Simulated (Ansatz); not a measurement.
LiCl in the rocksalt structure, relaxed with r2SCAN in Ansatz 0.2.0. It is cubic, Fm-3m (No. 225); a = 5.112 Å in the conventional setting, 16.70 Å³ an atom. Li has 6 Cl at 2.56 Å; Cl has 6 Li at 2.56 Å.

The axes x, y and z are those of this cell:
```
Li Cl
1.0
     0.00000    2.55604    2.55604
     2.55604    0.00000    2.55604
     2.55604    2.55604    0.00000
Li Cl
1 1
Direct
  0.00000 0.00000 0.00000
  0.50000 0.50000 0.50000
```

Unstrained: PBE gives an indirect gap of 6.384 eV, from Γ–K (0.19 of the way from Γ) to Γ; the least direct gap is 6.387 eV at Γ. Least and direct gap differ so little that the kind isn't settled. The r2SCAN gap is indirect, 7.290 eV (Γ–K (0.19 of the way from Γ) to Γ), below the direct gap of 7.291 eV at Γ. Least and direct gap differ so little that the kind isn't settled. HSE06 gives an indirect gap of 7.785 eV, from Γ–K (0.19 of the way from Γ) to Γ; the least direct gap is 7.787 eV at Γ. Least and direct gap differ so little that the kind isn't settled. Meshes: PBE 8×8×8, r2SCAN 8×8×8, HSE06 6×6×6. Strains are changes of length per length, and xy shears are angles. After each strain the atoms were relaxed again with r2SCAN within the symmetry that the strain leaves, so tilts or polar shifts that break it weren't tested; points keep the names that they have in the unstrained zone. The values are computed, spin-unpolarised, and not measurements.

Question: Apply uniaxial -4.0 % along [111], other directions held. How far does the gap move, against the unstrained cell?

Answer: PBE: the gap goes from 6.384 to 6.419 eV (+0.035 eV); the edges go from Γ–K (0.19) → Γ to Γ → L. r2SCAN: the gap goes from 7.290 to 7.183 eV (-0.107 eV); the edges go from Γ–K (0.19) → Γ to Γ → L. HSE06: the gap goes from 7.785 to 7.785 eV (0.000 eV); the edges go from Γ–K (0.19) → Γ to Γ → L. The r2SCAN energy rises by 6.3 meV an atom.

Question: Apply isotropic -1.5 % on every length. How far does the gap move, against the unstrained cell?

Answer: PBE: the gap goes from 6.384 to 6.657 eV (+0.273 eV); the edges go from Γ–K (0.19) → Γ to Γ–K (0.21) → Γ. r2SCAN: the gap goes from 7.290 to 7.585 eV (+0.295 eV); the edges go from Γ–K (0.19) → Γ to Γ–K (0.21) → Γ. HSE06: the gap goes from 7.785 to 8.073 eV (+0.288 eV); the edges go from Γ–K (0.19) → Γ to Γ–K (0.21) → Γ. The r2SCAN energy rises by 3.9 meV an atom.

Question: Apply uniaxial -4.0 % along z, other directions held. How far does the gap move, against the unstrained cell?

Answer: PBE: the gap goes from 6.384 to 6.590 eV (+0.206 eV); least and direct gap lie within 0.04 eV, so its kind isn't settled. r2SCAN: the gap goes from 7.290 to 7.512 eV (+0.222 eV); least and direct gap lie within 0.04 eV, so its kind isn't settled. HSE06: the gap goes from 7.785 to 8.001 eV (+0.216 eV); least and direct gap lie within 0.04 eV, so its kind isn't settled. The r2SCAN energy rises by 6.0 meV an atom.

Question: Estimate what xy shear, engineering strain (angle) +2.0 % does to the gap.

Answer: PBE: the gap goes from 6.384 to 6.322 eV (-0.062 eV); the edges go from Γ–K (0.19) → Γ to Γ–K (0.17) → Γ. r2SCAN: the gap goes from 7.290 to 7.225 eV (-0.065 eV); least and direct gap lie within 0.04 eV, so its kind isn't settled. HSE06: the gap goes from 7.785 to 7.721 eV (-0.064 eV); least and direct gap lie within 0.04 eV, so its kind isn't settled. The r2SCAN energy rises by 0.6 meV an atom.

Question: Apply isotropic +5.0 % on every length. How far does the gap move, against the unstrained cell?

Answer: PBE: the gap goes from 6.384 to 5.621 eV (-0.763 eV). r2SCAN: the gap goes from 7.290 to 6.466 eV (-0.824 eV); least and direct gap lie within 0.04 eV, so its kind isn't settled. HSE06: the gap goes from 7.785 to 6.975 eV (-0.810 eV). The r2SCAN energy rises by 34.5 meV an atom.

Where an edge lies off the special points, it is a point of the mesh or the k point where a search put PBE's edge or least direct gap, reused for the other functionals, whose own edges may lie a little apart.

The meshes of the hybrids are coarse, so their gaps aren't converged to the digits shown.
